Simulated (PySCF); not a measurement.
Here is a PySCF 2.14.0 calculation.

Contents of run.py:

```python
import json
import numpy as np
from pyscf.pbc import gto, scf, dft, df
from pyscf.pbc.tools import pyscf_ase
from ase.io import read

atoms = read('As.xyz')
cell = pyscf_ase.cell_from_ase(atoms)
cell.basis = 'DZVP-MOLOPT-SR-GTH-q5'
cell.pseudo = 'GTH-PBE-q5'
cell.ke_cutoff = 50  # hartree
cell.exp_to_discard = 0.02
cell.precision = 1e-08
cell.max_memory = 5880  # MB
cell.verbose = 4
cell.build()

res = {}
kpts = cell.make_kpts([7, 7, 7])
mf = dft.KRKS(cell, kpts, xc='pbe')
mf = mf.multigrid_numint()
mf = mf.smearing(sigma=0.00183747, method='fermi')  # hartree
mf.conv_tol = 1e-07
mf.max_cycle = 60

atoms.calc = pyscf_ase.PySCF(method=mf)
print('ASE energy = %.8f eV' % atoms.get_potential_energy())
mf = atoms.calc.method_scan
res.update(converged=bool(mf.converged), e_tot=mf.e_tot, nelec=cell.nelectron, nao=cell.nao, mesh=list(map(int, cell.mesh)), a=cell.lattice_vectors().tolist(), coords=cell.atom_coords().tolist(),
           mo_energy=[np.real(x).tolist() for x in mf.mo_energy], mo_occ=[np.real(x).tolist() for x in mf.mo_occ])
res.update(e_free=mf.e_free, e_zero=mf.e_zero)
res.update(kpts=cell.get_scaled_kpts(kpts).tolist())
res['parts'] = {k: float(np.real(v)) for k, v in mf.scf_summary.items() if np.isscalar(v)}
json.dump(res, open('results.json', 'w'))
if not mf.converged:
    raise SystemExit('SCF not converged')

print('levels (eV)')
for i, kp in enumerate(res['kpts'][:40]):
    print('k %7.4f %7.4f %7.4f  ' % tuple(kp), ' '.join('%.3f' % (x * 27.211386) for x in res['mo_energy'][i][:10]))

# Mulliken populations
dm, s = np.asarray(mf.make_rdm1()), np.asarray(mf.get_ovlp())
sites = cell.aoslice_by_atom()[:, 2:]
tot = np.einsum('kij,kji->i', dm, s).real / len(kpts)
res['mulliken'] = [cell.atom_charge(i) - tot[a0:a1].sum() for i, (a0, a1) in enumerate(sites)]
print('Mulliken charges', np.round(res['mulliken'], 5))

# density of states, Gaussians of 0.15 eV
e = np.asarray(mf.mo_energy).real.reshape(1, -1) * 27.211386
ef = mf.get_fermi()
ef = np.max(ef) * 27.211386
x = np.arange(-15, 10.01, 0.1) + round(ef, 1)
dos = np.exp(-((x[:, None, None] - e) / 0.15) ** 2 / 2).sum(-1).T / (0.15 * np.sqrt(2 * np.pi) * len(kpts)) * 2
res.update(dos_e=x.tolist(), dos=dos.tolist())
for a, b in zip(x[::5], dos.T[::5]):
    print('%8.2f' % a, ' '.join('%9.4f' % y for y in b))
res['done'] = True
json.dump(res, open('results.json', 'w'))
```

Contents of As.xyz:

```xyz
2
Lattice="1.8807968987 1.0858785957 3.5140619945 -1.8807968987 1.0858785957 3.5140619945 0.0000000000 -2.1717571915 3.5140619945" Properties=species:S:1:pos:R:3 pbc="T T T"
As     0.0000000000      0.0000000000      2.3825340323
As     0.0000000000     -0.0000000001      8.1596519512
```

Potentials or basis: DZVP-MOLOPT-SR/GTH-PBE (potentials made for PBE).

Command:

```console
$ OMP_NUM_THREADS=4 python -u run.py > log
```

**Question.** Predict the band gap on the k mesh.

**Answer.** None (metal or under the smearing width).

States per cell in windows of 1 eV (zero at the Fermi level; states under -8 eV left out):
```tsv
from (eV)	total
-8.0	0.09
-7.0	0.31
-6.0	0.79
-5.0	1.11
-4.0	1.42
-3.0	1.22
-2.0	0.88
-1.0	0.35
0.0	0.54
1.0	1.64
2.0	1.18
3.0	1.18
4.0	0.84
5.0	0.56
6.0	0.94
7.0	1.09
```

Caveat: the basis of atomic orbitals isn't converged, which shifts pressures, moduli and gaps.
